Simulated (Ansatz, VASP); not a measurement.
## One calculation of SrO, two programs

```
Sr O
1.0
     0.00000    2.56630    2.56630
     2.56630    0.00000    2.56630
     2.56630    2.56630    0.00000
Sr O
1 1
Direct
  0.50000 0.50000 0.50000
  0.00000 0.00000 0.00000
```

Alike in both runs: task band structure; functional LDA; k mesh 9 × 9 × 9; occupations fermi-dirac, width 0.05 eV; no spin polarisation.

|  | VASP | Ansatz |
| --- | --- | --- |
| version | VASP 6.6.1 | Ansatz 0.2.0 |
| potentials or method | VASP PAW LDA potentials, release 64 (Sr_sv, O) | Ansatz PAW |
| plane-wave cutoff (eV) | 520 | 420 |
| valence electrons in the cell | 16 | 16 |

```csv
,VASP,Ansatz,Ansatz less VASP
gap on the k mesh at the Fermi level (eV),3.15,3.21,+0.057
least direct gap on the mesh (eV),3.24,3.29,+0.048
gap along the band path (eV),3.10,3.15,+0.058
pressure (GPa),-3.1,-3.8,-0.73
```

Caveats: the k mesh misses the band edges, so the gap on the mesh is wider than the one along the path (Ansatz); the pressure holds a Pulay correction of +0.5 GPa for the finite cutoff (Ansatz); the PAW data sets come from PBE, with cores solved anew for the run's functional, which leaves a small shift of forces and pressure (Ansatz). As with any semilocal functional, this LDA gap is likely too small.
